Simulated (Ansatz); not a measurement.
## Pb in Ansatz: the effect of functional

Crystal: Pb.

```xyz
1
Lattice="0.0000 2.4416 2.4416 2.4416 0.0000 2.4416 2.4416 2.4416 0.0000" Properties=species:S:1:pos:R:3 pbc="T T T"
Pb    0.0000    0.0000    0.0000
```

The cell isn't the ideal one: volume scaled by 0.96.

Alike in all runs:

* Program: Ansatz 0.2.0
* Task: single point
* Potentials or basis: Ansatz PAW
* k mesh: 9 × 9 × 9
* Occupations: fermi-dirac, width 0.05 eV
* Spin: no spin polarisation

Problem. One run gave: pressure -0.2 GPa. Which functional did it use?
A. LDA
B. r2SCAN
C. PBE

Solution. A.

| functional | cutoff | pressure (GPa) |
| --- | --- | --- |
| LDA | 420 eV (not typed: the program's choice for these potentials) | -0.2 |
| r2SCAN | 500 eV (not typed: the program's choice for these potentials) | 3.4 |
| PBE | 420 eV (not typed: the program's choice for these potentials) | 4.6 |

Caveats: the PAW data sets come from PBE, with cores solved anew for the run's functional, which leaves a small shift of forces and pressure (some runs).
